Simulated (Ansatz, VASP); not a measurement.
**Ag in VASP and in Ansatz**

```
Ag
1.0
     2.95282    0.00000    0.00000
    -1.47641    2.55722    0.00000
     0.00000    0.00000    5.11471
Ag
2
Cartesian
  0.0000 1.7048 1.2787
  1.4764 0.8524 3.8360
```

Alike in both runs: task single point; functional PBE; k mesh 18 × 18 × 10; occupations gaussian, width 0.1 eV; no spin polarisation.

```csv
,VASP,Ansatz
version,VASP 6.6.1,Ansatz 0.2.0
potentials or method,"VASP PAW PBE potentials, release 64 (Ag)","scalar-relativistic, plane waves, PAW"
plane-wave cutoff (eV),520,420
valence electrons in the cell,22,38
```

```tsv
	VASP	Ansatz	Ansatz less VASP
gap on the k mesh at the Fermi level (eV)	none	none	-
pressure (GPa)	-5.3	-5.3	+0.03
largest component of the traceless stress (GPa)	2.23	2.25	+0.015
```

A gap of «none» marks a metal or a gap that the smearing closes. The functional is the same, so the differences come from potentials, cutoffs and numerics. The two sets of potentials don't hold the same shells in valence.
